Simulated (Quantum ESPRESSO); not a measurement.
KBr in Quantum ESPRESSO: the effect of functional

KBr:

```
CELL_PARAMETERS angstrom
0.00000 3.30000 3.30000
3.30000 0.00000 3.30000
3.30000 3.30000 0.00000
ATOMIC_POSITIONS crystal
Br 0.50000 0.50000 0.50000
K 0.00000 0.00000 0.00000
```

Alike in all runs:

- Program: Quantum ESPRESSO 7.5
- Task: phonons
- k mesh: 4 × 4 × 4, shifted
- Occupations: fermi-dirac, width 0.05 eV
- Spin: no spin polarisation

Each run relaxes the cell or the atoms first.

```csv
functional,potentials or basis,cutoff,relaxed volume (Å³/atom),dielectric constant (mean),highest phonon frequency (cm⁻¹)
LDA,PseudoDojo 0.4.1 SR LDA standard,980 eV,?,?,?
PBE,PseudoDojo 0.4.1 SR PBE standard,1007 eV,37.64,2.50,100
AM05,PseudoDojo 0.4.1 SR PBE standard,1007 eV,37.12,2.51,97
revPBE,PseudoDojo 0.4.1 SR PBE standard,1007 eV,40.76,2.36,84
PW91,PseudoDojo 0.4.1 SR PBE standard,1007 eV,37.56,2.50,98
vdW-DF-cx,PseudoDojo 0.4.1 SR PBE standard,1007 eV,36.04,2.55,115
```

Problem. What does the run with functional LDA give?

Solution. Relaxed volume 32.31 Å³/atom; dielectric constant 2.76 mean; highest phonon frequency 130 cm⁻¹.

Caveats: the potentials were made for another functional, which shifts forces and pressure (some runs).
